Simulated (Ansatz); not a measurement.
# NaF: a tetragonal deformation path

An exercise on one series of results from a longer session: the logs are not shown, and one member is left open.

Method: DFT r2SCAN, scalar-relativistic, plane waves, PAW, in Ansatz 0.2.0.

## The system as given

It takes space group Fm-3m (No. 225, cubic). Conventional cell: a = 4.647 Å, b = 4.647 Å, c = 4.647 Å, α = 90.00°, β = 90.00°, γ = 90.00°. Around Na (site symmetry m-3m) lie 6 F at 2.32 Å. Around F (site symmetry m-3m) lie 6 Na at 2.32 Å.

Structure file:

```
CELL_PARAMETERS angstrom
0.00000 2.32330 2.32330
2.32330 0.00000 2.32330
2.32330 2.32330 0.00000
ATOMIC_POSITIONS crystal
Na 0.00000 0.00000 0.00000
F 0.50000 0.50000 0.50000
```

No relaxation comes first: the listed cell is the starting point.

The first run:

Contents of input.yaml:

```yaml
crystal:
  lattice:
    - [0.0, 2.3233, 2.3233]
    - [2.3233, 0.0, 2.3233]
    - [2.3233, 2.3233, 0.0]
  atoms:
    - { symbol: Na, position: [0.0, 0.0, 0.0] }
    - { symbol: F, position: [0.5, 0.5, 0.5] }
basis:
  ecutwfc: 500
kpoints:
  mp_grid: { grid: [10, 10, 10] }
hamiltonian:
  xc: r2scan
scf:
  occupations: { method: gaussian, width: 0.05 }
output:
  forces: true
  stress: true
  eigenvalues: true
```

Steps of the session up to this table: The undisturbed cell; ρ = 0.707; ρ = 1.414; ρ = 0.850; Point ρ = 1.200; Point ρ = 0.780; At ρ = 1.300; ρ = 0.920; ρ = 1.100; Point ρ = 0.650; ρ = 1.500; Point ρ = 0.960; At ρ = 1.050.

One table of the session follows, with a row left open; its other results are not shown here.

It belongs to the step «The scan collected». The scan, with free energies counted from the undisturbed cell:

```
    ρ  ΔE (meV/atom)  pressure (GPa)  gap on the mesh (eV)
0.650          885.2            34.6                  6.01
0.707          476.1            19.6                  6.52
0.780          198.3             8.1                  6.87
0.850           71.6             2.1                  7.02
0.920           16.4            -0.8                  7.07
0.960            3.7            -1.5                  7.08
1.000            0.0            -1.7                  7.09
1.050            4.7            -1.4                  7.08
1.100              ?               ?                     ?
1.200           58.5             2.1                  7.00
1.300          118.4             5.9                  6.90
1.414          207.6            11.2                  6.76
1.500          290.1            15.7                  6.62
```

Estimate the missing values for ρ = 1.100.

Worked estimate for «ΔE (meV/atom)». A straight line through the neighbours (1.050, 4.7) and (1.200, 58.5) gives 4.7 + (58.5 − 4.7) × (1.100 − 1.050) / (1.200 − 1.050) = 22.6; a parabola fitted to 4 rows on both sides gives 17.9.

The run gave: ΔE (meV/atom): 17.0; pressure (GPa): -0.6; gap on the mesh (eV): 7.07. In «ΔE (meV/atom)» the line misses by +5.6 and the parabola by +0.9.
